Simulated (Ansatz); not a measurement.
This cell of Li2O (anti-fluorite) is off equilibrium:

```yaml
crystal:
  lattice:
    - [0.00000, 4.57275, 4.57275]
    - [2.28637, 0.00000, 2.28637]
    - [2.28637, 2.28637, 0.00000]
  atoms:
    - { symbol: O, position: [0.98599, 0.00934, 0.00934] }
    - { symbol: O, position: [0.51401, 0.99066, 0.99066] }
    - { symbol: Li, position: [0.14204, 0.23864, 0.23864] }
    - { symbol: Li, position: [0.60796, 0.26136, 0.26136] }
    - { symbol: Li, position: [0.35796, 0.76136, 0.76136] }
    - { symbol: Li, position: [0.89204, 0.73864, 0.73864] }
```

Computed with r2SCAN (plane waves to 500 eV, PAW, scalar-relativistic; Ansatz, a first-principles code). k mesh 6×12×12 (Γ-centred), Fermi-Dirac smearing 0.05 eV. Compression counts positive. Li2O was relaxed with its symmetry unable to fall.

### Question
What forces act on the atoms (eV/Å, Cartesian)?

### Answer
| atom | Fx | Fy | Fz |
|---|---|---|---|
| O1 | -0.852 | 0.852 | 0.852 |
| O2 | 0.852 | -0.852 | -0.852 |
| Li3 | 0.434 | -0.434 | -0.434 |
| Li4 | -0.462 | 0.462 | 0.462 |
| Li5 | -0.434 | 0.434 | 0.434 |
| Li6 | 0.462 | -0.462 | -0.462 |

### Question
Give the stress tensor in GPa and the pressure.

### Answer
```
   0.48     0.82     0.82
   0.82     0.48    -0.82
   0.82    -0.82     0.48
```
The pressure, a third of the trace, is 0.48 GPa.

(A displaced cell: forces are minus the slopes of the energy, force constants its curvatures, and phonons follow from these.)
